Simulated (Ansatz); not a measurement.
# PbO2 (Fm-3m) in Ansatz: notebook

One crystal, PbO2, is run at these levels: PBE; tasks: single point.

All numbers are computed with Ansatz 0.2.0; they aren't measurements. Logs are shortened: lines on timing, memory, paths and dates and some standing lists are left out, and cuts for length are marked.

### Step 1. The crystal as given

The structure is cubic, space group Fm-3m (No. 225). The conventional cell has a = 5.404 Å, b = 5.404 Å, c = 5.404 Å, α = 90.00°, β = 90.00°, γ = 90.00°. Pb (site symmetry m-3m) has 8 O at 2.34 Å as nearest neighbours. Around O (site symmetry -43m) lie 4 Pb at 2.34 Å.

The cell comes from a database or a generator and needn't be the stable form of this composition.

### Step 2. Single point, PBE

input.yaml reads:

```yaml
crystal:
  lattice:
    - [0.0, 2.701992, 2.701992]
    - [2.701992, 0.0, 2.701992]
    - [2.701992, 2.701992, 0.0]
  atoms:
    - { symbol: Pb, position: [0.0, 0.0, 0.0] }
    - { symbol: O, position: [0.75, 0.75, 0.75] }
    - { symbol: O, position: [0.25, 0.25, 0.25] }
hamiltonian:
  xc: pbe
  pseudopotentials: { kind: paw }
kpoints:
  mp_grid: { grid: [9, 9, 9] }
scf:
  occupations: { method: gaussian, width: 0.025 }
output:
  forces: true
  stress: true
  eigenvalues: true
```

Potentials or basis: Ansatz PAW.

Run with:

```
$ ansatz run input.yaml --threads 2 --pin off --max-ram 5632MiB --backend cpu --events-out ev --progress --plain --runs-dir out
```

Log:

```text
Warning: RAYON_NUM_THREADS=2 ignored (pool sized by the plan → 2); use --threads N
Engine: ansatz 0.2.0, x86_64-unknown-linux-gnu
Pseudopotentials: kind: paw
Pseudopotential: Pb, paw, valence charge 14, recommended cutoff 420 eV (normal), Pb.paw.azcp
Pseudopotential: O, paw, valence charge 6, recommended cutoff 420 eV (normal), O.paw.azcp
Functional definition: PBE
  parameter kappa = 0.804
  parameter beta = 0.06672455060314922
  exchange = pbe_x(kappa = kappa, mu = beta*pi^2/3)
  correlation = pbe_c(beta = beta)
Crystal: 3 atoms, lattice volume = 39.453 Å³
Basis set: ecut = 420 eV, 749 PW (Γ), exchange–correlation on 54×54×54 points (8 copies of the dense FFT grid, shifted against one another)
Bands: 17, of which v1, the nominal top of the filled ones, is band 13 counted from 1 (12 counted from 0)
Symmetry: 48 space group operations
Space group: Fm-3m (ITA 225), of the structure as read, at distance tolerance 3.4e-5 Å
k-points: 35 of 729
Non-local potential: Pb, projectors of the file, l = 0: 2, l = 1: 2, l = 2: 2, l = 3: 2
Non-local potential: O, projectors of the file, l = 0: 2, l = 1: 2, l = 2: 1
PAW form: soft (Blöchl's): semilocal exchange-correlation on the pseudo side does not see the compensation charge
PAW one-centre angular grid: Pb, 590 points (default); XC on 64 Gauss nodes
PAW one-centre angular grid: O, 110 points (default); XC on 64 Gauss nodes
Initial density: superposition of atomic densities (neutral atoms: chi_scale 0, normalization atom), corrected by the library's trained network
Initial wavefunctions: pseudopotential atomic-orbital guess
Functional: x = pbe(κ = 0.804, μ = 0.2195149727645171), c = pbe(β = 0.06672455060314922)
SCF iter   1: F=—  HF=-13038.401029 eV  |F-HF|=—  |Δ(HF+E_count)|=         —  Δρ=2.34e-3  dr2=2.04e-3  ethr=1.77e-3  ⟨swp⟩=6.5  Hψ=3138  notcnv=0
preconditioner: auto → LDOS  [insulator: Δε(μ)=0.038 eV  Ē_g=16.653 eV  σ=0.025 eV  W_gap=0.56  n_scr=14 (ndim 8)  ℏωp=30.1 eV  f_vac=0.058  D(μ)=1.76/eV (n_scr^D=14)  ε∞_Penn≈4.3  β→1.0]
SCF iter   2: F=—  HF=-13038.399176 eV  |F-HF|=—  |Δ(HF+E_count)|=   1.85e-3  Δρ=1.43e-3  dr2=6.21e-4  ethr=7.84e-6  ⟨swp⟩=3.0  Hψ=1579  notcnv=0
SCF iter   3: F=—  HF=-13038.398892 eV  |F-HF|=—  |Δ(HF+E_count)|=   2.84e-4  Δρ=1.35e-4  dr2=3.39e-6  ethr=2.39e-6  ⟨swp⟩=2.0  Hψ=1166  notcnv=0
SCF iter   4: F=—  HF=-13038.398915 eV  |F-HF|=—  |Δ(HF+E_count)|=   2.33e-5  Δρ=5.49e-5  dr2=1.32e-6  ethr=1.30e-8  ⟨swp⟩=2.0  Hψ=1053  notcnv=0
iter 5 did not close the SCF: its close was put off for the readings that it lacked (scf_convergence_deferred on its scf_iter line)
SCF iter   5: F=-13038.398915 eV  HF=-13038.398915 eV  |F-HF|=7.73e-8  |Δ(HF+E_count)|=   3.77e-7  Δρ=1.21e-5  dr2=7.88e-8  ethr=5.06e-9  ⟨swp⟩=2.7  Hψ=897  notcnv=0
SCF iter   6: F=-13038.398915 eV  HF=-13038.398915 eV  |F-HF|=1.77e-9  |Δ(HF+E_count)|=   2.85e-8  Δρ=2.64e-6  dr2=2.46e-9  ethr=3.03e-10  ⟨swp⟩=4.1  Hψ=2853  notcnv=0
SCF 1 converged in 6 iterations: F = -13038.398915 eV  dr2 = 2.46e-9
SCF converged after 6 iterations
Free energy (F): -13038.398915 eV
Harris-Foulkes:  -13038.398915 eV  (|F-HF|=1.77e-9)
Internal energy: -13038.398361 eV  (E = F + TS)
E sigma→0 (E₀):  -13038.398638 eV
Entropy (-TS):   -0.000554 eV (-0.185 meV/atom)
Fermi energy:    9.575029 eV
--- Per-component energies (eV) ---
  E_band       = -5.550738
  E_kinetic    = 638.647341
  E_local      = -1506.801703  (includes V_loc(G=0)·N_el)
  E_nonlocal   = 451.343000
  E_hartree    = 574.506388
  E_xc         = -363.429312
  E_vxc        = -315.197268  (∫ρ·V_xc dr)
  E_paw        = -10732.064735  (= ΣΔE_a)
  E_vpaw       = -422.560013  (= ΣTr[D̂ρ^β])
  E_aug_tail   = 0.004844  (compensation charges beyond the density's cutoff)
  E_ewald      = -2100.604185
  E_smearing   = -0.000554  (= −TS)
  E_closure    = -0.000000  (closes the sum)
  Σ components = -13038.398915   (vs F -13038.398915, Δ=0.00e0)
--- Forces (eV/Å), atoms counted from 1 ---
  atom   1  Pb     0.00000000    -0.00000000     0.00000000
  atom   2  O      0.00000000    -0.00000000     0.00000000
  atom   3  O     -0.00000000    -0.00000000     0.00000000
  max |Σ_I F_I| component: 1.85e-17 eV/Å
--- Stress (GPa, compression-positive) ---
        0.389487       0.000000      -0.000000
       -0.000000       0.389487       0.000000
        0.000000      -0.000000       0.389487
  P = ⅓ Tr σ = 0.3895 GPa (3.895 kbar)
--- Band table (eV; the first three rows and the last of 35) ---
  k-point 0: bands = ["-8.8648", "-6.0597", "-6.0409", "-6.0409", "-6.0409", "-5.8084", "-5.8084", "6.9228", "7.6708", "7.6708", "7.6708", "8.4338", "8.4338", "8.4338", "16.6419", "16.6419", "16.6419"]
  k-point 1: bands = ["-8.7662", "-6.6488", "-6.0263", "-6.0263", "-5.8094", "-5.8094", "-5.4398", "5.9858", "7.4528", "7.5658", "7.5658", "8.4143", "8.4143", "9.4276", "16.3896", "16.8949", "16.8949"]
  k-point 2: bands = ["-8.5170", "-7.1148", "-5.9953", "-5.9953", "-5.8050", "-5.8050", "-4.9487", "4.6871", "7.0798", "7.3195", "7.3195", "8.3560", "8.3560", "10.6892", "16.2084", "17.5677", "17.5677"]
  k-point 34: bands = ["-7.8758", "-7.8114", "-5.8811", "-5.7989", "-5.7884", "-5.0784", "-4.7382", "1.6815", "4.9638", "6.7473", "7.3916", "9.2116", "9.5790", "11.8708", "17.6050", "18.5468", "19.1288"]
```

It took 1.1 s on 2 threads of Intel Xeon Platinum 8259CL at 2.50GHz (Skylake/Cascade Lake), shared host; peak memory 0.36 GiB.

What came out:

```
Free energy            : -13038.3989 eV
Pressure               : 0.4 GPa
Band gap on the k mesh : none (metal or under the smearing width)
```

Levels at points of the mesh, in eV from the Fermi level:
| k point | band 10 | band 11 | band 12 | band 13 | band 14 | band 15 | band 16 | band 17 |
| --- | --- | --- | --- | --- | --- | --- | --- | --- |
| (0.00, 0.00, 0.00) | -1.90 | -1.90 | -1.14 | -1.14 | -1.14 | 7.07 | 7.07 | 7.07 |

Caveat: the pressure holds a Pulay correction of +0.6 GPa for the finite cutoff. The run has no spin-orbit coupling, so splittings on Pb are missing.

### Step 3. Single point, PBE

input.yaml: that of step 2 with these lines changed.

```diff
@@ -15,3 +15,3 @@
 scf:
-  occupations: { method: gaussian, width: 0.025 }
+  occupations: { method: gaussian, width: 0.026 }
 output:
@@ -20 +20,5 @@
   eigenvalues: true
+  write_density: true
+  write_potential: true
+  elf: true
+  volumetric_format: npy
```

Potentials or basis: Ansatz PAW.

Run with:

```
$ ansatz run input.yaml --threads 2 --pin off --max-ram 5632MiB --backend cpu --events-out ev --progress --plain --runs-dir out
```

Wall time 1.3 s (2 threads of Intel Xeon Platinum 8259CL at 2.50GHz (Skylake/Cascade Lake), shared host); peak memory 0.38 GiB.

Results (log left out):

```yaml
Free_energy: -13038.3989 eV
Pressure: 0.4 GPa
Band_gap_on_the_k_mesh: none (metal or under the smearing width)
```

Levels at points of the mesh, in eV from the Fermi level:
| k point | band 11 | band 12 | band 13 | band 14 | band 15 | band 16 |
| --- | --- | --- | --- | --- | --- | --- |
| (0.00, 0.00, 0.00) | -1.90 | -1.14 | -1.14 | -1.14 | 7.07 | 7.07 |

Caveat: the pressure holds a Pulay correction of +0.6 GPa for the finite cutoff.
